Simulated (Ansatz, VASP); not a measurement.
**SnO2: VASP beside Ansatz**

File INCAR:

```
PREC     = Accurate       # precision mode
ENCUT    = 520            # plane-wave cutoff, eV
EDIFF    = 1E-6           # SCF threshold, eV
ISMEAR   = 0              # smearing method
SIGMA    = 0.05           # smearing width, eV
LREAL    = False          # projectors in reciprocal space
LASPH    = True           # aspherical terms in the spheres
NELM     = 100            # most SCF steps
ALGO     = Fast           # electronic algorithm
ISIF     = 2              # what is computed and relaxed
LWAVE    = False          # write WAVECAR
LCHARG   = True           # write CHGCAR
GGA      = PE             # functional
IVDW     = 12             # dispersion correction
LELF     = True           # ELF
LVHAR    = True         
NBANDS   = 35             # bands
```

Contents of KPOINTS:

```
Automatic mesh
0
Gamma
  12 12 4
```

File POSCAR:

```
SnO2
1.0
    3.2993117486      0.0000000000      0.0000000000
   -1.6496558743      2.8572877893      0.0000000000
    0.0000000000      0.0000000000      9.7883980957
Sn O
2 4
Direct
    0.0000000000      0.0000000000      0.5000000000
    0.0000000000      0.0000000000      0.0000000000
    0.6666666667      0.3333333333      0.4163066453
    0.6666666667      0.3333333333      0.0836933547
    0.3333333333      0.6666666667      0.5836933547
    0.3333333333      0.6666666667      0.9163066453
```

Input for Ansatz:

```yaml
crystal:
  lattice:
    - [3.2993117486, 0.0, 0.0]
    - [-1.6496558743, 2.8572877893, 0.0]
    - [0.0, 0.0, 9.7883980957]
  atoms:
    - { symbol: Sn, position: [0.0, 0.0, 0.5] }
    - { symbol: Sn, position: [0.0, 0.0, 0.0] }
    - { symbol: O, position: [0.6666666667, 0.3333333333, 0.4163066453] }
    - { symbol: O, position: [0.6666666667, 0.3333333333, 0.0836933547] }
    - { symbol: O, position: [0.3333333333, 0.6666666667, 0.5836933547] }
    - { symbol: O, position: [0.3333333333, 0.6666666667, 0.9163066453] }
basis:
  ecutwfc: 520.0
kpoints:
  mp_grid: { grid: [12, 12, 4] }
hamiltonian:
  xc: pbe
  dispersion: d3bj
scf:
  occupations: { method: gaussian, width: 0.05 }
output:
  forces: true
  stress: true
  eigenvalues: true
```

Alike in both runs: task single point; functional PBE; dispersion D3(BJ); k mesh 12 × 12 × 4; occupations gaussian, width 0.05 eV; no spin polarisation.

|  | VASP | Ansatz |
| --- | --- | --- |
| version | VASP 6.6.1 | Ansatz 0.2.0 |
| potentials or method | VASP PAW PBE potentials, release 64 (Sn_d, O) | scalar-relativistic, plane waves, PAW |
| plane-wave cutoff (eV) | 520 | 520 |
| valence electrons in the cell | 52 | 52 |

VASP gave:

* gap on the k mesh at the Fermi level (eV): 1.60
* least direct gap on the mesh (eV): 2.51
* pressure (GPa): 7.4
* largest component of the traceless stress (GPa): 4.33
* rms of the force components (eV/Å): 0.986

Task: What did Ansatz give for the same quantities?

Result: gap on the k mesh at the Fermi level (eV): 1.61; least direct gap on the mesh (eV): 2.52; pressure (GPa): 6.8; largest component of the traceless stress (GPa): 4.84; rms of the force components (eV/Å): 0.962.

Atom by atom the forces differ by 0.023 eV/Å (rms over components).

Caveats: spin-orbit coupling is left out, which moves the levels of the heavy elements; forces of over 1 eV/Å show positions far from the minimum, so gaps and moduli don't describe the material at rest. A k mesh can miss the band edges.
